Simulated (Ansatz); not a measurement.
**Dielectric response of NaCl (001) films**

Aim: the electronic and static ε of rocksalt NaCl (001) from films of three thicknesses in a field.

Program: Ansatz 0.2.0. Level of theory: plane-wave DFT, PBE, Ansatz PAW, in the first sound run; inputs show where later runs differ. Results are calculated unless marked as measured.

### 1. Starting point

The cell holds 6 atoms: 3 Na and 3 Cl. Its edges and angles: a = 3.988 Å, b = 3.988 Å, c = 23.640 Å, α = 90.0°, β = 90.0°, γ = 90.0°. It derives from NaCl (rocksalt NaCl). Vacuum lies along c.

### 2. Relaxing the film, 6 atoms, units 3

The structure is relaxed first, because levels and dipoles at a surface follow the positions of the outer atoms.

The input, input.yaml:

```yaml
crystal:
  lattice:
    - [3.98808225, 0.0, 0.0]
    - [0.0, 3.98808225, 0.0]
    - [0.0, 0.0, 23.64]
  atoms:
    - { symbol: Na, position: [0.5, 0.5, 0.3807106599] }
    - { symbol: Cl, position: [0.0, 0.0, 0.3807106599] }
    - { symbol: Na, position: [0.0, 0.0, 0.5] }
    - { symbol: Cl, position: [0.5, 0.5, 0.5] }
    - { symbol: Na, position: [0.5, 0.5, 0.6192893401] }
    - { symbol: Cl, position: [0.0, 0.0, 0.6192893401] }
kpoints:
  mp_grid: { grid: [8, 8, 1] }
hamiltonian:
  xc: pbe
scf:
  occupations: { method: fixed }
  convergence: { dr2_threshold: 1.0e-09 }
efield:
  axis: 3
  dipole_correction: true
  ramp_position: 0.97
  ramp_width: 0.06
relax:
  f_tol: 0.003
  max_steps: 100
output:
  write_potential: true
  write_density: true
  volumetric_format: npy
```

Run with:

```bash
ansatz run input.yaml --threads 4 --pin off --max-ram 8192MiB --backend cpu --events-out ev --progress --plain --runs-dir out
```

Numbers of over 12 decimals in the logs are rounded to 6 here.

Output:

```text
Engine: ansatz 0.2.0, aarch64-unknown-linux-gnu
Pseudopotentials: kind: paw
Pseudopotential: Na, paw, valence charge 9, recommended cutoff 420 eV (normal), Na.paw.azcp
Pseudopotential: Cl, paw, valence charge 7, recommended cutoff 420 eV (normal), Cl.paw.azcp
Functional definition: PBE
  parameter kappa = 0.804
  parameter beta = 0.066725
  exchange = pbe_x(kappa = kappa, mu = beta*pi^2/3)
  correlation = pbe_c(beta = beta)
Crystal: 6 atoms, lattice volume = 375.989 Å³
Basis set: ecut = 420 eV, 7399 PW (Γ), exchange–correlation on 54×54×320 points (8 copies of the dense FFT grid, shifted against one another)
Bands: 30, of which v1, the nominal top of the filled ones, is band 24 counted from 1 (23 counted from 0)
Symmetry: 8 space group operations
k-points: 15 of 64
Non-local potential: Na, projectors of the file, l = 0: 3, l = 1: 2, l = 2: 1
Non-local potential: Cl, projectors of the file, l = 0: 2, l = 1: 2, l = 2: 2
PAW form: soft (Blöchl's): semilocal exchange-correlation on the pseudo side does not see the compensation charge
PAW one-centre angular grid: Na, 110 points (default); XC on 64 Gauss nodes
PAW one-centre angular grid: Cl, 110 points (default); XC on 64 Gauss nodes
Initial density: superposition of atomic densities (neutral atoms: chi_scale 0, normalization atom), corrected by the library's trained network
Initial wavefunctions: pseudopotential atomic-orbital guess
Functional: x = pbe(κ = 0.804, μ = 0.219515), c = pbe(β = 0.066725)
SCF iter   1: F=—  HF=-7708.365158 eV  |F-HF|=—  |Δ(HF+E_count)|=         —  Δρ=3.50e-4  dr2=1.64e-3  ethr=1.77e-3  p=0.000 e·Å  D=2.35e-16 V/Å  ΔV_dip=-0.00 eV  dr2_dipole=6.85e-11  V_vac-E_F(+/−)=6.58/6.58 eV  ⟨swp⟩=5.7  Hψ=1675  notcnv=0  defer=55
efield: sawtooth ramp at fractional position 0.9700 (set: `efield.ramp_position`, or a place that a band, a saddle search or an elastic batch's reference lends), width 0.0600; the density the first Hamiltonian is built on has a dipole p = 0.000 e·Å; the dipole correction subtracts the counter field D = 2.35e-16 V/Å, which shifts the + side's vacuum level by -0.00 eV against the − side's; the planar-averaged density in the ramp window peaks in size at 9.5e-6 e/Å³
preconditioner: auto → Resta (q_TF=auto, 1.936 Å⁻¹)  ε∞=1.7  [insulator: Δε(μ)=4.900 eV  Ē_g=11.059 eV  n_scr=50 (ndim 8)  ℏωp=9.4 eV  f_vac=0.620  ε∞_Penn≈1.7  vacuum switching on, ρ_ref=8.9e-3 e/Å³]
SCF iter   2: F=—  HF=-7708.364583 eV  |F-HF|=—  |Δ(HF+E_count)|=   5.75e-4  Δρ=1.54e-4  dr2=2.81e-4  ethr=3.42e-6  p=-0.000 e·Å  D=-2.41e-6 V/Å  ΔV_dip=0.00 eV  dr2_dipole=1.70e-11  V_vac-E_F(+/−)=6.48/6.48 eV  ⟨swp⟩=4.1  Hψ=994  notcnv=0  defer=60
density mixer auto → msr1: gapped (density of states about μ 0.00 of a free-electron gas's, 50 screened modes)
SCF iter   3: F=—  HF=-7708.364824 eV  |F-HF|=—  |Δ(HF+E_count)|=   2.41e-4  Δρ=5.43e-5  dr2=2.82e-5  ethr=5.84e-7  p=0.000 e·Å  D=9.20e-8 V/Å  ΔV_dip=-0.00 eV  dr2_dipole=1.65e-12  V_vac-E_F(+/−)=6.43/6.43 eV  ⟨swp⟩=2.9  Hψ=613  notcnv=0  defer=60
SCF iter   4: F=—  HF=-7708.364868 eV  |F-HF|=—  |Δ(HF+E_count)|=   4.42e-5  Δρ=1.33e-5  dr2=7.93e-7  ethr=5.88e-8  p=0.000 e·Å  D=8.61e-7 V/Å  ΔV_dip=-0.00 eV  dr2_dipole=8.11e-12  V_vac-E_F(+/−)=6.40/6.40 eV  ⟨swp⟩=2.7  Hψ=614  notcnv=0  defer=60
SCF iter   5: F=—  HF=-7708.364979 eV  |F-HF|=—  |Δ(HF+E_count)|=   1.11e-4  Δρ=3.74e-6  dr2=5.42e-8  ethr=1.65e-9  p=-0.000 e·Å  D=-3.57e-7 V/Å  ΔV_dip=0.00 eV  dr2_dipole=1.33e-12  V_vac-E_F(+/−)=6.40/6.40 eV  ⟨swp⟩=2.5  Hψ=720  notcnv=0  defer=60
SCF iter   6: F=—  HF=-7708.364979 eV  |F-HF|=—  |Δ(HF+E_count)|=   3.86e-7  Δρ=7.86e-7  dr2=1.99e-9  ethr=1.13e-10  p=0.000 e·Å  D=1.61e-7 V/Å  ΔV_dip=-0.00 eV  dr2_dipole=4.44e-13  V_vac-E_F(+/−)=6.40/6.40 eV  ⟨swp⟩=2.0  Hψ=611  notcnv=0  defer=60
SCF iter   7: F=-7708.364979 eV  HF=-7708.364979 eV  |F-HF|=5.17e-9  |Δ(HF+E_count)|=   1.85e-8  Δρ=2.03e-7  dr2=2.03e-10  ethr=2.08e-12  p=-0.000 e·Å  D=-1.10e-7 V/Å  ΔV_dip=0.00 eV  dr2_dipole=1.37e-13  V_vac-E_F(+/−)=6.40/6.40 eV  ⟨swp⟩=7.1  Hψ=2314  notcnv=0
SCF 1 converged in 7 iterations: F = -7708.364979 eV  dr2 = 2.03e-10
  greatest PAW one-centre occupation: 0.999 electrons in one spin orbital (limit 2), on the Na atom at site 0 (counted from 0), in its partial waves of l = 0
relax step   1: F+E_penalty+E_count = -7708.36497932 eV  Δ(F+E_penalty+E_count) = +0.000e0 eV  max|allowed force component| = 1.929e-1 eV/Å  Δτ_max = 0.0000 Å  (7 SCF iters, accepted)
Initial density: handed on by an earlier stage of this run
Initial wavefunctions: those handed on with the density
iter 1 solved again at ethr=8.32e-5 eV; its pass at ethr=3.10e-3 eV (dr2=3.99e-2 eV) is discarded
SCF iter   1: F=—  HF=-7708.394860 eV  |F-HF|=—  |Δ(HF+E_count)|=         —  Δρ=1.11e-3  dr2=4.01e-2  ethr=8.32e-5  p=-0.000 e·Å  D=-1.10e-7 V/Å  ΔV_dip=0.00 eV  dr2_dipole=5.56e-13  V_vac-E_F(+/−)=6.44/6.44 eV  ⟨swp⟩=1.9  Hψ=1579  notcnv=0  defer=55
efield: sawtooth ramp at fractional position 0.9700 (set: `efield.ramp_position`, or a place that a band, a saddle search or an elastic batch's reference lends), width 0.0600; the density the first Hamiltonian is built on has a dipole p = -0.000 e·Å; the dipole correction subtracts the counter field D = -1.10e-7 V/Å, which shifts the + side's vacuum level by +0.00 eV against the − side's; the planar-averaged density in the ramp window peaks in size at 5.8e-7 e/Å³
preconditioner: auto → Resta (q_TF=auto, 1.936 Å⁻¹)  ε∞=1.7  [insulator: Δε(μ)=4.983 eV  Ē_g=11.170 eV  n_scr=50 (ndim 8)  ℏωp=9.4 eV  f_vac=0.618  ε∞_Penn≈1.7  vacuum switching on, ρ_ref=9.0e-3 e/Å³]
SCF iter   2: F=—  HF=-7708.382884 eV  |F-HF|=—  |Δ(HF+E_count)|=   1.20e-2  Δρ=6.06e-4  dr2=2.42e-3  ethr=8.32e-5  p=0.000 e·Å  D=1.11e-7 V/Å  ΔV_dip=-0.00 eV  dr2_dipole=1.25e-13  V_vac-E_F(+/−)=6.69/6.69 eV  ⟨swp⟩=3.1  Hψ=616  notcnv=0  defer=60  κ⁻¹=1.0e0(r=1)
density mixer auto → broyden: gapped, where msr1 would fit the directions that read negative (density of states about μ 0.00 of a free-electron gas's, 50 screened modes)
SCF iter   3: F=—  HF=-7708.382107 eV  |F-HF|=—  |Δ(HF+E_count)|=   7.76e-4  Δρ=2.09e-4  dr2=3.60e-4  ethr=5.05e-6  p=-0.000 e·Å  D=-7.89e-9 V/Å  ΔV_dip=0.00 eV  dr2_dipole=4.54e-14  V_vac-E_F(+/−)=6.75/6.75 eV  ⟨swp⟩=2.9  Hψ=570  notcnv=0  defer=60  κ⁻¹=2.5e-2(r=2)
SCF iter   4: F=—  HF=-7708.382013 eV  |F-HF|=—  |Δ(HF+E_count)|=   9.47e-5  Δρ=6.91e-5  dr2=1.28e-5  ethr=7.50e-7  p=0.000 e·Å  D=8.51e-8 V/Å  ΔV_dip=-0.00 eV  dr2_dipole=6.08e-15  V_vac-E_F(+/−)=6.79/6.79 eV  ⟨swp⟩=2.2  Hψ=640  notcnv=0  defer=60  κ⁻¹=2.4e-4(r=3)
[...]
preconditioner: auto → Resta (q_TF=auto, 1.936 Å⁻¹)  ε∞=1.7  [insulator: Δε(μ)=5.023 eV  Ē_g=11.255 eV  n_scr=50 (ndim 8)  ℏωp=9.4 eV  f_vac=0.617  ε∞_Penn≈1.7  vacuum switching on, ρ_ref=9.2e-3 e/Å³]
SCF iter   2: F=—  HF=-7708.382701 eV  |F-HF|=—  |Δ(HF+E_count)|=   1.55e-4  Δρ=6.93e-5  dr2=4.91e-5  ethr=1.06e-6  p=0.000 e·Å  D=4.08e-8 V/Å  ΔV_dip=-0.00 eV  dr2_dipole=1.45e-16  V_vac-E_F(+/−)=6.76/6.76 eV  ⟨swp⟩=2.1  Hψ=698  notcnv=0  defer=59  κ⁻¹=1.0e0(r=1)
density mixer auto → broyden: gapped, where msr1 would fit the directions that read negative (density of states about μ 0.00 of a free-electron gas's, 50 screened modes)
SCF iter   3: F=—  HF=-7708.382685 eV  |F-HF|=—  |Δ(HF+E_count)|=   1.56e-5  Δρ=2.85e-5  dr2=7.84e-6  ethr=1.02e-7  p=0.000 e·Å  D=3.67e-8 V/Å  ΔV_dip=-0.00 eV  dr2_dipole=6.40e-15  V_vac-E_F(+/−)=6.75/6.75 eV  ⟨swp⟩=2.1  Hψ=531  notcnv=0  defer=45  κ⁻¹=4.0e-2(r=2)
SCF iter   4: F=—  HF=-7708.382681 eV  |F-HF|=—  |Δ(HF+E_count)|=   4.13e-6  Δρ=1.21e-5  dr2=4.12e-7  ethr=1.63e-8  p=0.000 e·Å  D=7.45e-8 V/Å  ΔV_dip=-0.00 eV  dr2_dipole=1.73e-14  V_vac-E_F(+/−)=6.74/6.74 eV  ⟨swp⟩=2.1  Hψ=574  notcnv=0  defer=30  κ⁻¹=7.9e-4(r=3)
SCF iter   5: F=—  HF=-7708.382795 eV  |F-HF|=—  |Δ(HF+E_count)|=   1.14e-4  Δρ=1.32e-6  dr2=4.31e-9  ethr=8.57e-10  p=-0.000 e·Å  D=-2.77e-9 V/Å  ΔV_dip=0.00 eV  dr2_dipole=9.98e-15  V_vac-E_F(+/−)=6.74/6.74 eV  ⟨swp⟩=2.1  Hψ=531  notcnv=0  defer=40  κ⁻¹=1.2e-5(r=4)
SCF iter   6: F=-7708.382795 eV  HF=-7708.382795 eV  |F-HF|=1.18e-9  |Δ(HF+E_count)|=   4.80e-9  Δρ=4.84e-7  dr2=6.31e-10  ethr=2.08e-12  p=0.000 e·Å  D=3.83e-8 V/Å  ΔV_dip=-0.00 eV  dr2_dipole=4.36e-18  V_vac-E_F(+/−)=6.74/6.74 eV  ⟨swp⟩=7.2  Hψ=2401  notcnv=0
SCF 3 converged in 6 iterations: F = -7708.382795 eV  dr2 = 6.31e-10
relax step   3: F+E_penalty+E_count = -7708.38279478 eV  Δ(F+E_penalty+E_count) = -6.774e-4 eV  max|allowed force component| = 7.784e-3 eV/Å  Δτ_max = 0.0117 Å  (6 SCF iters, accepted)
SCF iter   1: F=—  HF=-7708.382760 eV  |F-HF|=—  |Δ(HF+E_count)|=         —  Δρ=6.99e-5  dr2=4.37e-5  ethr=2.63e-6  p=0.000 e·Å  D=3.83e-8 V/Å  ΔV_dip=-0.00 eV  dr2_dipole=2.02e-14  V_vac-E_F(+/−)=6.74/6.74 eV  ⟨swp⟩=3.4  Hψ=882  notcnv=0  defer=60
efield: sawtooth ramp at fractional position 0.9700 (set: `efield.ramp_position`, or a place that a band, a saddle search or an elastic batch's reference lends), width 0.0600; the density the first Hamiltonian is built on has a dipole p = 0.000 e·Å; the dipole correction subtracts the counter field D = 3.83e-8 V/Å, which shifts the + side's vacuum level by -0.00 eV against the − side's; the planar-averaged density in the ramp window peaks in size at 2.1e-6 e/Å³
preconditioner: auto → Resta (q_TF=auto, 1.936 Å⁻¹)  ε∞=1.7  [insulator: Δε(μ)=5.014 eV  Ē_g=11.231 eV  n_scr=50 (ndim 8)  ℏωp=9.4 eV  f_vac=0.617  ε∞_Penn≈1.7  vacuum switching on, ρ_ref=9.1e-3 e/Å³]
SCF iter   2: F=—  HF=-7708.382748 eV  |F-HF|=—  |Δ(HF+E_count)|=   1.19e-5  Δρ=3.29e-5  dr2=4.38e-6  ethr=9.10e-8  p=-0.000 e·Å  D=-4.48e-9 V/Å  ΔV_dip=0.00 eV  dr2_dipole=2.23e-14  V_vac-E_F(+/−)=6.74/6.74 eV  ⟨swp⟩=2.0  Hψ=691  notcnv=0  defer=57  κ⁻¹=1.0e0(r=1)
density mixer auto → broyden: gapped, where msr1 would fit the directions that read negative (density of states about μ 0.00 of a free-electron gas's, 50 screened modes)
SCF iter   3: F=—  HF=-7708.382864 eV  |F-HF|=—  |Δ(HF+E_count)|=   1.16e-4  Δρ=1.53e-5  dr2=1.00e-6  ethr=9.13e-9  p=-0.000 e·Å  D=-5.70e-8 V/Å  ΔV_dip=0.00 eV  dr2_dipole=1.97e-15  V_vac-E_F(+/−)=6.74/6.74 eV  ⟨swp⟩=1.1  Hψ=437  notcnv=0  defer=32  κ⁻¹=3.2e-2(r=2)
SCF iter   4: F=—  HF=-7708.382864 eV  |F-HF|=—  |Δ(HF+E_count)|=   3.00e-7  Δρ=2.23e-6  dr2=1.23e-8  ethr=2.09e-9  p=-0.000 e·Å  D=-3.81e-8 V/Å  ΔV_dip=0.00 eV  dr2_dipole=1.46e-14  V_vac-E_F(+/−)=6.74/6.74 eV  ⟨swp⟩=2.0  Hψ=556  notcnv=0  defer=42  κ⁻¹=3.2e-4(r=3)
SCF iter   5: F=—  HF=-7708.382864 eV  |F-HF|=—  |Δ(HF+E_count)|=   6.31e-8  Δρ=5.98e-7  dr2=1.04e-9  ethr=2.08e-12  p=0.000 e·Å  D=2.20e-8 V/Å  ΔV_dip=-0.00 eV  dr2_dipole=7.06e-15  V_vac-E_F(+/−)=6.74/6.74 eV  ⟨swp⟩=7.6  Hψ=2455  notcnv=0  κ⁻¹=3.0e-5(r=4)
SCF iter   6: F=-7708.382864 eV  HF=-7708.382864 eV  |F-HF|=4.08e-10  |Δ(HF+E_count)|=   6.71e-9  Δρ=1.84e-7  dr2=1.76e-10  ethr=2.08e-12  p=-0.000 e·Å  D=-1.76e-8 V/Å  ΔV_dip=0.00 eV  dr2_dipole=3.15e-15  V_vac-E_F(+/−)=6.74/6.74 eV  ⟨swp⟩=7.1  Hψ=2177  notcnv=0
SCF 4 converged in 6 iterations: F = -7708.382864 eV  dr2 = 1.76e-10
relax step   4: F+E_penalty+E_count = -7708.38286437 eV  Δ(F+E_penalty+E_count) = -6.960e-5 eV  max|allowed force component| = 2.048e-3 eV/Å  Δτ_max = 0.0054 Å  (6 SCF iters, accepted)
NSCF: frozen V_eff on 15 k-points
the search or the solves at the SCF's close seem to have found levels that the self-consistency loop had missed (the run counts 1). By its estimate they hold under 1e-12 electrons; where the run keeps them, the occupations were computed again with them
SCF converged after 6 iterations
Stability not checked: this state was not tested for a lower state beside it, because the mixer in use, unlike msr1, does not test its closes by its own steps (another_mixer; see scf.mixing.algorithm and scf.lower_state_search)
Free energy (F): -7708.382864 eV
Harris-Foulkes:  -7708.382864 eV  (|F-HF|=4.08e-10)
Internal energy: -7708.382864 eV  (E = F + TS)
E sigma→0 (E₀):  -7708.382864 eV
Fermi energy:    -3.925727 eV
Dipole field:    D = 0.000000 V/Å  (p = 0.000000 e·Å, saw-weighted, corrected)
Work function:   Φ+ = 6.7379 eV   Φ− = 6.7378 eV
Levels:          The Fermi level and band energies are counted from a zero that moves with the ramp; work functions are not
--- Per-component energies (eV) ---
  E_band       = -945.424591
  E_kinetic    = 847.712602
  E_local      = -26800.050032  (includes V_loc(G=0)·N_el)
  E_nonlocal   = 430.514109
  E_hartree    = 12602.951723
  E_xc         = -440.517563
  E_vxc        = -519.115490  (∫ρ·V_xc dr)
  E_paw        = -2767.597048  (= ΣΔE_a)
  E_vpaw       = -110.389121  (= ΣTr[D̂ρ^β])
  E_aug_tail   = 0.000194  (compensation charges beyond the density's cutoff)
  E_efield     = 0.000000  (sawtooth field / dipole correction)
  E_vefield    = 0.000000  (∫n·V_field dr)
  E_ewald      = 8418.603150
  E_smearing   = -0.000000  (= −TS)
  E_closure    = 0.000000  (closes the sum)
  Σ components = -7708.382864   (vs F -7708.382864, Δ=0.00e0)
--- Forces (eV/Å), atoms counted from 1 ---
  atom   1  Na     0.00000000     0.00000000    -0.00113648
  atom   2  Cl     0.00000000     0.00000000    -0.00204784
  atom   3  Na    -0.00000000     0.00000000     0.00000010
  atom   4  Cl     0.00000000     0.00000000     0.00000003
  atom   5  Na     0.00000000     0.00000000     0.00113649
  atom   6  Cl    -0.00000000     0.00000000     0.00204760
  max |Σ_I F_I| component: 8.93e-8 eV/Å
--- Band table (eV; the first three rows and the last of 15) ---
  k-point 0: bands = [... 20 lower, -4.0299, -4.0299, -3.9257, -3.9257, 1.0898, 1.6191, 2.5951, 3.1247, ... 2 higher]
  k-point 1: bands = [... 20 lower, -4.1162, -4.0221, -3.9940, -3.9303, 1.3767, 1.8027, 2.7433, 3.2773, ... 2 higher]
  k-point 2: bands = [... 20 lower, -4.1928, -4.0439, -4.0034, -3.9446, 2.0637, 2.2566, 3.1003, 3.6438, ... 2 higher]
  k-point 14: bands = [... 20 lower, -4.6461, -4.6461, -4.1843, -4.1123, 3.4381, 3.8395, 4.0141, 4.4803, ... 2 higher]
--- Relaxed structure (4 steps of the walk, 4 accepted, 0 SCFs on fresh bases) ---
  F+E_penalty+E_count = -7708.38286437 eV   max|allowed force component| = 2.048e-3 eV/Å
  atoms:
    - { symbol: Na, position: [0.5, 0.5, 0.381766] }
    - { symbol: Cl, position: [0, 0.0, 0.377504] }
    - { symbol: Na, position: [0, 0.0, 0.500000] }
    - { symbol: Cl, position: [0.5, 0.5, 0.500000] }
    - { symbol: Na, position: [0.5, 0.5, 0.618234] }
    - { symbol: Cl, position: [0, 0.0, 0.622496] }
```

Wall time 12 s (4 threads of Arm Neoverse V1, shared host); peak memory 0.64 GiB.

Relaxation path:

| step | energy less that of the first step (eV) | largest force component (eV/Å) |
| --- | --- | --- |
| 1 | 0.0000 | 0.1929 |
| 2 | -0.0171 | 0.0399 |
| 3 | -0.0178 | 0.0078 |
| 4 | -0.0179 | 0.0020 |

The run keeps the 8 symmetry operations that it works with, so distortions that break them were not tested.

The atoms that moved most (Å):

| atom | dx | dy | dz | length |
| --- | --- | --- | --- | --- |
| Cl6 | 0.000 | 0.000 | 0.076 | 0.076 |
| Cl2 | 0.000 | 0.000 | -0.076 | 0.076 |
| Na1 | 0.000 | 0.000 | 0.025 | 0.025 |
| Na5 | 0.000 | 0.000 | -0.025 | 0.025 |

The relaxed structure:

```cif
data_structure
_symmetry_space_group_name_H-M 'P 1'
_symmetry_Int_Tables_number 1
_cell_length_a 3.9881
_cell_length_b 3.9881
_cell_length_c 23.6400
_cell_angle_alpha 90.000
_cell_angle_beta 90.000
_cell_angle_gamma 90.000
_cell_volume 375.99
loop_
_atom_site_label
_atom_site_type_symbol
_atom_site_fract_x
_atom_site_fract_y
_atom_site_fract_z
_atom_site_occupancy
Na1 Na 0.50000 0.50000 0.38177 1
Cl2 Cl 0.00000 0.00000 0.37750 1
Na3 Na 0.00000 0.00000 0.50000 1
Cl4 Cl 0.50000 0.50000 0.50000 1
Na5 Na 0.50000 0.50000 0.61823 1
Cl6 Cl 0.00000 0.00000 0.62250 1
```

Numbers from this step:

| Item | Value |
| --- | --- |
| gap on the k-mesh | 5.016 eV |
| dipole along the normal | 7.80e-8 e·Å |
| ionisation energy, upper face | 6.738 eV |
| electron affinity, upper face | 1.722 eV |

Running mean over 2.82 Å of the planar mean; the ramp of the sawtooth is left out. Electron's electrostatic potential energy less the highest filled level against z:

| z (Å) | electron's electrostatic potential energy less the highest filled level (eV) |
| --- | --- |
| 3.0 | 6.74 |
| 3.5 | 6.74 |
| 4.0 | 6.74 |
| 4.5 | 6.74 |
| 5.0 | 6.74 |
| 5.5 | 6.73 |
| 6.0 | 6.70 |
| 6.5 | 6.57 |
| 7.0 | 5.96 |
| 7.5 | 4.14 |
| 8.0 | 2.03 |
| 8.5 | 1.22 |
| 9.0 | 1.05 |
| 9.5 | 1.03 |
| 10.0 | 1.10 |
| 10.5 | 1.10 |
| 11.0 | 1.01 |
| 11.5 | 0.941 |
| 12.0 | 0.936 |
| 12.5 | 0.981 |
| 13.0 | 1.08 |
| 13.5 | 1.11 |
| 14.0 | 1.05 |
| 14.5 | 1.03 |
| 15.0 | 1.15 |
| 15.5 | 1.67 |
| 16.0 | 3.48 |
| 16.5 | 5.58 |
| 17.0 | 6.49 |
| 17.5 | 6.68 |
| 18.0 | 6.72 |
| 18.5 | 6.73 |
| 19.0 | 6.74 |
| 19.5 | 6.74 |
| 20.0 | 6.74 |
| 20.5 | 6.74 |

The relaxation took 4 steps and lowered the energy by 0.018 eV; the largest force on the free atoms ends at 0.0020 eV/Å.

The gap is 5.02 eV, with the valence edge 6.74 eV and the conduction edge 1.72 eV under the upper vacuum level.

### 3. Single point on the relaxed film, 6 atoms, units 3

The film was relaxed beforehand; a single point on the relaxed positions gives its levels and potential.

input.yaml, the sections that differ from step 2:

```yaml
crystal:
  lattice:
    - [3.98808225, 0.0, 0.0]
    - [0.0, 3.98808225, 0.0]
    - [0.0, 0.0, 23.64]
  atoms:
    - { symbol: Na, position: [0.5, 0.5, 0.3817663633] }
    - { symbol: Cl, position: [0.0, 0.0, 0.377503534] }
    - { symbol: Na, position: [0.0, 0.0, 0.4999999993] }
    - { symbol: Cl, position: [0.5, 0.5, 0.4999999996] }
    - { symbol: Na, position: [0.5, 0.5, 0.6182336373] }
    - { symbol: Cl, position: [0.0, 0.0, 0.6224964665] }
output:
  eigenvalues: true
  write_potential: true
  write_density: true
  volumetric_format: npy
# kpoints, hamiltonian, scf, efield: as in step 2
# relax: removed
```

Output:

```text
[...]
Crystal: 6 atoms, lattice volume = 375.989 Å³
Basis set: ecut = 420 eV, 7399 PW (Γ)
Bands: 30, of which v1, the nominal top of the filled ones, is band 24 counted from 1 (23 counted from 0)
Symmetry: 8 space group operations
k-points: 15 of 64
[...]
SCF iter   1: F=—  HF=-7708.382692 eV  |F-HF|=—  |Δ(HF+E_count)|=         —  Δρ=3.71e-4  dr2=1.62e-3  ethr=1.77e-3  p=-0.000 e·Å  D=-8.02e-10 V/Å  ΔV_dip=0.00 eV  dr2_dipole=1.46e-10  V_vac-E_F(+/−)=6.90/6.90 eV  ⟨swp⟩=5.7  Hψ=1722  notcnv=0  defer=52
[...]
SCF iter   7: F=-7708.382554 eV  HF=-7708.382554 eV  |F-HF|=1.38e-9  |Δ(HF+E_count)|=   1.58e-8  Δρ=1.87e-7  dr2=1.86e-10  ethr=2.08e-12  p=0.000 e·Å  D=6.34e-9 V/Å  ΔV_dip=-0.00 eV  dr2_dipole=1.08e-15  V_vac-E_F(+/−)=6.74/6.74 eV  ⟨swp⟩=14.1  Hψ=2246  notcnv=0
SCF 1 converged in 7 iterations: F = -7708.382554 eV  dr2 = 1.86e-10
[...]
WARN: The output density's exchange-correlation potential varies sharply where the density is thin. Do not read a vacuum level from v_tot or v_xc, or from such a field of the output density. On a cell that repeats whose density bears no net charge and no dipole along the vacuum's axis use v_es (v_loc + v_h of the components); under efield.dipole_correction with no amplitude use v_es + v_field, which holds any externa [...]
SCF converged after 7 iterations
Free energy (F): -7708.382554 eV
[...]
Internal energy: -7708.382554 eV  (E = F + TS)
E sigma→0 (E₀):  -7708.382554 eV
Fermi energy:    -3.925638 eV
Dipole field:    D = -0.000000 V/Å  (p = -0.000000 e·Å, saw-weighted, corrected)
Work function:   Φ+ = 6.7378 eV   Φ− = 6.7378 eV
[...]
--- Band table (eV; the first three rows and the last of 15) ---
  k-point 0: bands = [... 20 lower, -4.0297, -4.0297, -3.9256, -3.9256, 1.0901, 1.6198, 2.5893, 3.1044, ... 2 higher]
  k-point 1: bands = [... 20 lower, -4.1161, -4.0220, -3.9938, -3.9302, 1.3770, 1.8034, 2.7378, 3.2555, ... 2 higher]
  k-point 2: bands = [... 20 lower, -4.1927, -4.0437, -4.0032, -3.9445, 2.0642, 2.2574, 3.0978, 3.6192, ... 2 higher]
  k-point 14: bands = [... 20 lower, -4.6460, -4.6460, -4.1841, -4.1120, 3.4385, 3.8401, 4.0141, 4.4802, ... 2 higher]
```

Elapsed: 4.7 s, on 4 threads; peak memory 0.65 GiB.

Reading the cycles: dr2 is the Hartree energy of the density residual (eV), the measure of convergence; HF is the Harris–Foulkes estimate of the energy, which meets the free energy F at convergence.

This step gave:

| Item | Value |
| --- | --- |
| dipole along the normal | -5.40e-8 e·Å |

Running mean over 2.82 Å of the planar mean; the ramp of the sawtooth is left out. The electron's electrostatic potential energy less the highest filled level by z:

(Unchanged from step 2.)

The gap is 5.02 eV, with the valence edge 6.74 eV and the conduction edge 1.72 eV under the upper vacuum level.

[end of part 1 of 5]

[Logs are printed without paths, hosts, clocks, repeated set-up lines and the standing remarks that a program may print on its own settings, such as how far it seeks lower states.]

[Hosts, paths, dates, database ids (printed as entryN), source tags and the programs' standing remarks are cut or masked in the printed files.]

[Maps of the electrostatic potential energy from Ansatz leave out the sawtooth potential of an applied field or a dipole correction, so their vacuum need not be flat; planar profiles and work functions include it.]
